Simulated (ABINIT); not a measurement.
# Cr (P6_3/mmc) in ABINIT: convergence with pawecutdg

Aim: find how far pawecutdg must go before the results for Cr settle, at PBE. This setting moves, with any that are tied to it; all else stays.

Program: ABINIT 10.8.3 (patched build). These are calculated values, not measurements. Logs are shortened: lines on timing, memory, paths and dates and some standing lists are left out, and cuts for length are marked. The log counts tension as positive stress, the text compression.

## Step 1: The structure

It takes space group P6_3/mmc (No. 194, hexagonal). The conventional cell has a = 2.714 Å, b = 2.714 Å, c = 4.410 Å, α = 90.00°, β = 90.00°, γ = 120.00°. Cr (site symmetry -6m2) is surrounded by 12 Cr at 2.71 Å.

This isn't the form of Cr at room conditions, which is bcc.

## Step 2: With pawecutdg 23.7

Contents of run.abi:

```
# Pseudopotentials
pp_dirpath "./"
pseudos "Cr.GGA_PBE-JTH.xml"

# Structure
acell 3*1.0 Angstrom
rprim
     2.7140000000     0.0000000000     0.0000000000
    -1.3570000000     2.3503929459     0.0000000000
     0.0000000000     0.0000000000     4.4100000000
ntypat 1
znucl 24
natom 2
typat 1 1
xcart
     1.3570000001     0.7834643152     3.3075000000
    -0.0000000001     1.5669286307     1.1025000000 Angstrom

# Plane-wave basis
ecut 23.0
pawecutdg 23.7
pawxcdev 0

# k points
kptopt 1
ngkpt 9 9 5
nshiftk 1
shiftk 0.0 0.0 0.0

# Exchange and correlation
ixc 11

# Bands and occupations
nband 20
occopt 6
tsmear 0.00367493

# Spin
nsppol 2
spinat
     0.0000000000     0.0000000000     3.0000000000
     0.0000000000     0.0000000000     3.0000000000

# SCF cycle
nstep 100
tolvrs 1.0e-9

# Output
iomode 3
prtwf 0
prtden 0
prteig 0
prtebands 0
enunit 1
```

Potentials or basis: JTH PAW PBE v2.0.

The run is started by

```sh
$ abinit run.abi > log 2>&1
```

run.abo:

```text
.Version 10.8.3 of ABINIT
 Symmetries : space group P6_3/m m c (#194); Bravais hP (primitive hexag.)
================================================================================
 Values of the parameters that define the memory need of the present run
     intxc =       0    ionmov =       0      iscf =      17    lmnmax =      18
     lnmax =       6     mgfft =      36  mpssoang =       3    mqgrid =    3001
     natom =       2  nloc_mem =       2    nspden =       2   nspinor =       1
    nsppol =       2      nsym =      24    n1xccc =       1    ntypat =       1
    occopt =       6   xclevel =       2
       mpw =        1026          nfft =       20736          nkpt =          36
 PAW method is used; the additional fine FFT grid is defined by:
   mgfftf=        40    nfftf =     23040
================================================================================
================================================================================

--------------------------------------------------------------------------------
------------- Echo of variables that govern the present computation ------------
--------------------------------------------------------------------------------
 -outvars: echo values of preprocessed input variables --------
            acell      1.8897261259E+00  1.8897261259E+00  1.8897261259E+00 Bohr
              amu      5.19961000E+01
             ecut      2.30000000E+01 Hartree
           enunit           1
              ixc          11
         kptrlatt        9    0    0      0    9    0      0    0    5
          kptrlen      4.16684611E+01
            natom           2
            nband          20
            ngfft          24      24      36
          ngfftdg          24      24      40
             nkpt          36
           nspden           2
           nsppol           2
            nstep         100
             nsym          24
           ntypat           1
           occopt           6
        pawecutdg      2.37000000E+01 Hartree
         pawxcdev           0
[... 195 lines left out ...]
xc                  : -9.35298661412312E+00
Ewald energy        : -1.24095918227988E+02
psp_core            :  7.96857481367120E+00
local_psp           : -1.05161970096284E+02
PAW spherical_terms : -1.09250307603299E+01
internal            : -1.74788465815327E+02
'-kT*entropy'       :  3.99191261842203E-06
total_energy        : -1.74788461823415E+02
total_energy_eV     : -4.75623634601784E+03
...

--- !EnergyTermsDC
iteration_state     : {dtset: 1, }
comment             : '"Double-counting" decomposition of free energy'
band_energy         : -2.18151031441856E+01
Ewald energy        : -1.24095918227988E+02
psp_core            :  7.96857481367120E+00
xc_dc               : -3.37061406191202E+01
PAW spherical_terms : -3.13987149163758E+00
internal            : -1.74788458669260E+02
'-kT*entropy'       :  3.99191261842203E-06
total_energy_dc     : -1.74788454677348E+02
total_energy_dc_eV  : -4.75623615156345E+03
...

--- !EnergyTermsWithPAWCore
iteration_state     : {dtset: 1, }
comment             : 'Components of total free energy, including PAW core contributions'
Total energy        : -2.10170257968446E+03
Total energy DC     : -2.10170257253839E+03
Total energy (eV)   : -5.71902406699685E+04
Total energy DC (eV): -5.71902404755141E+04
...

 Cartesian components of stress tensor (hartree/bohr^3)
  sigma(1 1)=  9.33596287E-04  sigma(3 2)=  0.00000000E+00
  sigma(2 2)=  9.33596286E-04  sigma(3 1)=  0.00000000E+00
  sigma(3 3)=  7.40394865E-04  sigma(2 1)=  0.00000000E+00

-Cartesian components of stress tensor (GPa)         [Pressure= -2.5573E+01 GPa]
- sigma(1 1)=  2.74673511E+01  sigma(3 2)=  0.00000000E+00
- sigma(2 2)=  2.74673510E+01  sigma(3 1)=  0.00000000E+00
- sigma(3 3)=  2.17831690E+01  sigma(2 1)=  0.00000000E+00

== END DATASET(S) ==============================================================
================================================================================

 -outvars: echo values of variables after computation  --------
            acell      1.8897261259E+00  1.8897261259E+00  1.8897261259E+00 Bohr
           etotal     -1.7478845468E+02
            fcart     -0.0000000000E+00 -0.0000000000E+00 -0.0000000000E+00
                      -0.0000000000E+00 -0.0000000000E+00 -0.0000000000E+00
            rprim      2.7140000000E+00  0.0000000000E+00  0.0000000000E+00
                      -1.3570000000E+00  2.3503929459E+00  0.0000000000E+00
                       0.0000000000E+00  0.0000000000E+00  4.4100000000E+00
           strten      9.3359628731E-04  9.3359628625E-04  7.4039486511E-04
                       0.0000000000E+00  0.0000000000E+00  0.0000000000E+00
           xangst      1.3570000000E+00  7.8346431530E-01  3.3075000000E+00
                      -1.0140739322E-16  1.5669286306E+00  1.1025000000E+00
             xred      6.6666666667E-01  3.3333333333E-01  7.5000000000E-01
                       3.3333333333E-01  6.6666666667E-01  2.5000000000E-01
 Calculation completed.
```

It took 69 s on 1 thread of Arm Neoverse V2, shared host; peak memory 0.14 GiB.

Results:

```
Free energy                                           : -4756.2362 eV
Pressure                                              : -25.6 GPa
Band gap on the k mesh                                : none (metal or under the smearing width)
Net moment                                            : 1.64 μB per cell
Site moments                                          : Cr +0.72 μB
Valence electrons inside the program's atomic spheres : Cr 12.01 (radii [1.1156] Å)
```

## Step 3: With pawecutdg 27.6

run.abi: that of step 2 with these lines changed.

```diff
@@ -20,3 +20,3 @@
 ecut 23.0
-pawecutdg 23.7
+pawecutdg 27.6
 pawxcdev 0
```

Potentials or basis: JTH PAW PBE v2.0.

The run is started by

```sh
$ abinit run.abi > log 2>&1
```

Run time: 72 s. Hardware: 1 thread of Arm Neoverse V2, shared host; peak memory 0.14 GiB.

Results (log left out):

* Free energy: -4756.2359 eV
* Pressure: -25.6 GPa
* Band gap on the k mesh: none (metal or under the smearing width)
* Net moment: 1.64 μB per cell
* Site moments: Cr +0.72 μB
* Valence electrons inside the program's atomic spheres: Cr 12.02 (radii [1.1156] Å)

## Step 4: With pawecutdg 34.5

run.abi: that of step 3 with these lines changed.

```diff
@@ -20,3 +20,3 @@
 ecut 23.0
-pawecutdg 27.6
+pawecutdg 34.5
 pawxcdev 0
```

The run is started by

```sh
$ abinit run.abi > log 2>&1
```

Run time: 74 s. Hardware: 1 thread of Arm Neoverse V2, shared host; peak memory 0.15 GiB.

Results (log left out):

- Free energy: -4756.2360 eV
- Pressure: -25.6 GPa
- Band gap on the k mesh: none (metal or under the smearing width)
- Net moment: 1.64 μB per cell
- Site moments: Cr +0.72 μB
- Valence electrons inside the program's atomic spheres: Cr 12.01 (radii [1.1156] Å)

## Step 5: With pawecutdg 41.4

run.abi: that of step 4 with these lines changed.

```diff
@@ -20,3 +20,3 @@
 ecut 23.0
-pawecutdg 34.5
+pawecutdg 41.4
 pawxcdev 0
```

The run is started by

```sh
$ abinit run.abi > log 2>&1
```

Wall time 74 s (1 thread of Arm Neoverse V2, shared host); peak memory 0.15 GiB.

It converged, with:

| Item | Value |
| --- | --- |
| Free energy | -4756.2358 eV |
| Pressure | -25.6 GPa |
| Band gap on the k mesh | none (metal or under the smearing width) |
| Net moment | 1.64 μB per cell |
| Site moments | Cr +0.72 μB |
| Valence electrons inside the program's atomic spheres | Cr 12.00 (radii [1.1156] Å) |

## Step 6: With pawecutdg 50.6

run.abi: that of step 5 with these lines changed.

```diff
@@ -20,3 +20,3 @@
 ecut 23.0
-pawecutdg 41.4
+pawecutdg 50.6
 pawxcdev 0
```

Potentials or basis: JTH PAW PBE v2.0.

The run is started by

```sh
$ abinit run.abi > log 2>&1
```

Run time: 78 s. Hardware: 1 thread of Arm Neoverse V2, shared host; peak memory 0.16 GiB.

Results (log left out):

| Item | Value |
| --- | --- |
| Free energy | -4756.2358 eV |
| Pressure | -25.6 GPa |
| Band gap on the k mesh | none (metal or under the smearing width) |
| Net moment | 1.64 μB per cell |
| Site moments | Cr +0.72 μB |
| Valence electrons inside the program's atomic spheres | Cr 12.00 (radii [1.1156] Å) |

## Step 7: With pawecutdg 62.1

run.abi: that of step 6 with these lines changed.

```diff
@@ -20,3 +20,3 @@
 ecut 23.0
-pawecutdg 50.6
+pawecutdg 62.1
 pawxcdev 0
```

The run is started by

```sh
$ abinit run.abi > log 2>&1
```

It took 77 s on 1 thread of Arm Neoverse V2, shared host; peak memory 0.17 GiB.

Results (log left out):

```
Free energy                                           : -4756.2358 eV
Pressure                                              : -25.6 GPa
Band gap on the k mesh                                : none (metal or under the smearing width)
Net moment                                            : 1.64 μB per cell
Site moments                                          : Cr +0.72 μB
Valence electrons inside the program's atomic spheres : Cr 12.00 (radii [1.1156] Å)
```

## Step 8: With pawecutdg 75.9

run.abi: that of step 7 with these lines changed.

```diff
@@ -20,3 +20,3 @@
 ecut 23.0
-pawecutdg 62.1
+pawecutdg 75.9
 pawxcdev 0
```

The run is started by

```sh
$ abinit run.abi > log 2>&1
```

Wall time 77 s (1 thread of Arm Neoverse V2, shared host); peak memory 0.18 GiB.

Results (log left out):

```yaml
Free_energy: -4756.2359 eV
Pressure: -25.6 GPa
Band_gap_on_the_k_mesh: none (metal or under the smearing width)
Net_moment: 1.64 μB per cell
Site_moments: Cr +0.72 μB
Valence_electrons_inside_the_program's_atomic_spheres: Cr 12.00 (radii [1.1156] Å)
```

## Step 9: The series at a glance

```
pawecutdg  energy less the tightest run (meV/atom)  SCF cycles  CPU time (s)  peak memory (GiB)
     23.7                                    -0.14          22            69               0.14
     27.6                                     0.00          23            72               0.14
     34.5                                    -0.05          23            74               0.15
     41.4                                     0.02          23            74               0.15
     50.6                                     0.04          24            78               0.16
     62.1                                     0.04          24            77               0.17
     75.9                                     0.00          24            77               0.18
```

Against the tightest run, the energy stays within 1 meV/atom from 23.7 on. The tightest run that finished is the yardstick and may itself not be fully converged.

Caveats: so large a pressure means that the cell lies far from this level's equilibrium, or that cutoff or potentials fall short.
